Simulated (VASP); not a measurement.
# I (Fmmm) in VASP: a series of runs, part 2 of 2

VASP 6.6.1. The steps go on from the part before.

## Step 5: Relaxation of the atoms, r2SCAN (cell strained at random at fixed volume)

Input file INCAR:

```
SYSTEM = I
PREC = Accurate
ENCUT = 520
EDIFF = 1E-7
ISMEAR = 0
SIGMA = 0.05
LREAL = .False.
LASPH = .True.
NELM = 80
ALGO = Normal
ISIF = 2
LWAVE = .False.
LCHARG = .False.
METAGGA = R2SCAN
LMIXTAU = .True.
IBRION = 2
NSW = 60
EDIFFG = -0.005
```

Input file KPOINTS:

```
regular mesh
0
Gamma
  7 7 7
  0 0 0
```

Input file POSCAR:

```
I
1.0
   -0.0407530000      2.3359640000      3.9692850000
    2.1701050000     -0.0455610000      3.9740010000
    2.1361980000      2.3123370000     -0.0085550000
I
1
Direct
   -0.0088020000      0.0083350000     -0.0070000000
```

Potentials or basis: VASP PAW PBE potentials, release 64 (I).

Launch:

```sh
> cat potpaw_PBE.64/I/POTCAR > POTCAR
> mpirun -np 1 vasp_std > vasp.out
```

OUTCAR:

```text
SYSTEM = I
   PREC = Accurate
   ENCUT = 520
   EDIFF = 1E-7
   ISMEAR = 0
   LREAL = .False.
   LASPH = .True.
   NELM = 80
   ISIF = 2
   METAGGA = R2SCAN
   IBRION = 2
   NSW = 60
   EDIFFG = -0.005

 ion  position               nearest neighbor table
   1  0.991  0.008  0.993-

  Warning from LATTYP: Got some problem with cell dimensions!
  Tried to take original basis but could not verify dimensions!
  LATTYP: Found a triclinic cell.
 ALAT       =     4.6283458121
 B/A-ratio  =     1.7180812585
 C/A-ratio  =     0.6801708000
 COS(alpha) =     0.0053278110
 COS(beta)  =     0.3715695557
 COS(gamma) =     0.8618660395

  Lattice vectors:

 A1 = (   0.0339070000,  -2.3578980000,   3.9825560000)
 A2 = (  -0.0068460000,  -0.0219340000,   7.9518410000)
 A3 = (  -2.1361980000,  -2.3123370000,   0.0085550000)

Analysis of symmetry for initial positions (statically):
=====================================================================
 Subroutine PRICEL returns:
 Original cell was already a primitive cell.

 Routine SETGRP: Setting up the symmetry group for a
 triclinic supercell.

 Subroutine GETGRP returns: Found  2 space group operations
 (whereof  1 operations were pure point group operations)
 out of a pool of  2 trial point group operations.

The static configuration has the point symmetry C_1 .
 The point group associated with its full space group is S_2 .

Analysis of symmetry for dynamics (positions and initial velocities):
=====================================================================
 Subroutine PRICEL returns:
 Original cell was already a primitive cell.

 Routine SETGRP: Setting up the symmetry group for a
 triclinic supercell.

 Subroutine GETGRP returns: Found  2 space group operations
 (whereof  1 operations were pure point group operations)
[... 114 lines left out ...]
   EMIN   =  10.00;   EMAX   =-10.00  energy-range for DOS
   EFERMI =   0.00;   METHOD = LEGACY
   ISMEAR =     0;   SIGMA  =   0.05  broadening in eV -4-tet -1-fermi 0-gaus
   EFERMI_NEDOS =   21; number of points for ismear=-14 and -15
   IALGO  =     38    algorithm
   IMIX   =      4    mixing-type and parameters
     AMIX     =   0.40;   BMIX     =  1.00
     AMIX_MAG =   1.60;   BMIX_MAG =  1.00
  volume/ion in A,a.u.               =      40.55       273.66
  Fermi-wavevector in a.u.,A,eV,Ry     =   0.911523  1.722529 11.304731  0.830874
  Thomas-Fermi vector in A             =   2.035812
   LORBIT       =      0    0 simple, 1 ext, 2 COOP (PROOUT), +10 PAW based schemes
   METAGGA = R2SCAN    functional components
   LHFCALC =     F    Hartree Fock is set to
   AEXX    =    0.0000 exact exchange contribution
   IVDW    =     0    specifies the selected vdW correction
   LEPSILON=     F    determine dielectric tensor
   LRPA    =     F    only Hartree local field effects (RPA)
 conjugate gradient relaxation of ions
 non-spin polarized calculation
 Gauss-broadening in eV      SIGMA  =   0.05
  energy-cutoff  :      520.00
  volume of cell :       40.55
 maximum number of plane-waves:      1107
 NGX is ok and might be reduce to    36
   NGX = 17   NGY = 17   NGZ = 11

 number of electron       7.0000000 magnetization

 Free energy of the ion-electron system (eV)
  ---------------------------------------------------
  ext. energy  EPLUGINS =         0.00000000
  ---------------------------------------------------
  free energy    TOTEN  =       -24.34496983 eV

  energy without entropy =      -24.34430732  energy(sigma->0) =      -24.34463857

 E-fermi :   3.2532     XC(G=0):  -8.6549

 val. band max:        3.2255983408   @ k =   0.0000  -0.1429   0.2857
 cond. band min:       3.2668991060   @ k =   0.2857   0.1429   0.2857
 fundamental gap:      0.0413007652
 Fermi energy:         3.2532205822

 k-point     1 :       0.0000    0.0000    0.0000
  band No.  band energies     occupation
      1     -11.2218      2.00000
      2       1.0326      2.00000
      3       3.9810      0.00000
      4       4.7407      0.00000
      5       8.1324      0.00000
      6      11.1378      0.00000
      7      12.3615      0.00000
[... 221 lines left out ...]
 k-point    24 :      -0.2857    0.4286    0.0000
  band No.  band energies     occupation
      1     -10.2959      2.00000
      2      -0.3629      2.00000
      3       0.0150      2.00000
      4       5.0538      0.00000
      5      11.2966      0.00000
      6      12.2515      0.00000
      7      15.0823      0.00000

 [... further k-points ...]
[... 5 lines left out ...]
  --------------------------------------------------------------------------------------
  -------------------------------------------------------------------------------------
  Total        0.3596560      0.2492766     -0.0299618      0.2434272      0.0027197      0.0007534
  in kB       14.2094865      9.8485565     -1.1837465      9.6174538      0.1074512      0.0297646
  external PRESSURE =       7.6247655 kB  Pullay stress =       0.0000000 kB

 VOLUME and BASIS-vectors are now :
 -----------------------------------------------------------------------------
  energy-cutoff  :      520.00
  volume of cell :       40.55
      direct lattice vectors                 reciprocal lattice vectors
    -0.040753000  2.335964000  3.969285000    -0.226590210  0.209796706  0.126140657
     2.170105000 -0.045561000  3.974001000     0.226823708 -0.209081878  0.125375600
     2.136198000  2.312337000 -0.008555000     0.233374672  0.216402915 -0.124959206

 POSITION                                       TOTAL-FORCE (eV/Angst)
 -----------------------------------------------------------------------------------
      2.09894      4.61117      3.95898         0.000000      0.000000     -0.000000
 -----------------------------------------------------------------------------------
    total drift:                               -0.000000      0.000000      0.000000

  FREE ENERGIE OF THE ION-ELECTRON SYSTEM (eV)
  ---------------------------------------------------
  free  energy   TOTEN  =       -24.3449698253 eV

  energy  without entropy=      -24.3443073173  energy(sigma->0) =      -24.34463857

 reached required accuracy - stopping structural energy minimisation
```

CONTCAR:

```text
I
   1.00000000000000
    -0.0407530000000000    2.3359640000000002    3.9692850000000002
     2.1701050000000000   -0.0455610000000000    3.9740009999999999
     2.1361979999999998    2.3123369999999999   -0.0085550000000000
  I
     1
Direct
     0.9911979999999971    0.0083350000000024    0.9930000000000021

  0.00000000E+00  0.00000000E+00  0.00000000E+00
```

It took 94 s on 1 thread of Intel Xeon 6975P-C (Granite Rapids), shared host; peak memory 0.21 GiB.

What came out:

```yaml
Free_energy: -24.3450 eV
Pressure_after_relaxing: 0.8 GPa
Band_gap_on_the_k_mesh: none (metal or under the smearing width)
```

Final structure:
```
CELL_PARAMETERS angstrom
-0.04075 2.33596 3.96929
2.17010 -0.04556 3.97400
2.13620 2.31234 -0.00856
ATOMIC_POSITIONS crystal
I 0.99120 0.00834 0.99300
```

Levels at points of the mesh, in eV from the Fermi level:
```tsv
k point	band 1	band 2	band 3	band 4	band 5	band 6	band 7
(0.00, 0.00, 0.00)	-14.48	-2.22	0.73	1.49	4.88	7.88	9.11
```

Caveat: the relaxation stopped at its first step, so nothing moved; the PAW data sets were made with another functional, which shifts forces and pressure a little; an odd number of electrons without spin polarisation forces a metal; a magnetic or distorted state may lie lower.

## Step 6: The reference run

An earlier run on the cell as given: functional PBE; potentials or basis VASP PAW PBE potentials, release 64 (I); cutoff 520 eV; k mesh 9 × 9 × 9; occupations fermi-dirac, width 0.05 eV; no spin polarisation.

* Pressure: 0.4 GPa
* Band gap on the k mesh: none (metal or under the smearing width)

## Step 7: Overview

| task | level | cell | k mesh | cutoff (eV) | smearing | gap on the mesh (eV) | pressure (GPa) | relaxed volume (Å³/atom) |
| --- | --- | --- | --- | --- | --- | --- | --- | --- |
| relaxation of cell and atoms | r2SCAN | relaxed | 9 × 9 × 9 | 600 | gaussian 0.05 eV | none | 0.0 | 40.81 |
| relaxation of cell and atoms | MS2 | relaxed | 9 × 9 × 9 | 600 | gaussian 0.05 eV | none | 0.0 | 40.12 |
| relaxation of cell and atoms | r2SCAN+D4 | relaxed | 9 × 9 × 9 | 600 | gaussian 0.05 eV | none | 0.0 | 38.97 |
| relaxation of the atoms | r2SCAN | atoms relaxed from: cell strained at random at fixed volume | 7 × 7 × 7 | 520 | gaussian 0.05 eV | none | 0.8 | - |
| single point | PBE | as given | 9 × 9 × 9 | 520 | fermi-dirac 0.05 eV | none | 0.4 | - |

Alike in all rows: potentials or basis VASP PAW PBE potentials, release 64 (I); no spin polarisation.

Caveats: an odd number of electrons without spin polarisation forces a metal; a magnetic or distorted state may lie lower; the PAW data sets were made with another functional, which shifts forces and pressure a little (some runs); pairwise dispersion overbinds metals, which lowers pressure and volume (some runs); the relaxation stopped at its first step, so nothing moved (some runs).

Absolute energies hang on the potentials; compare differences alone.
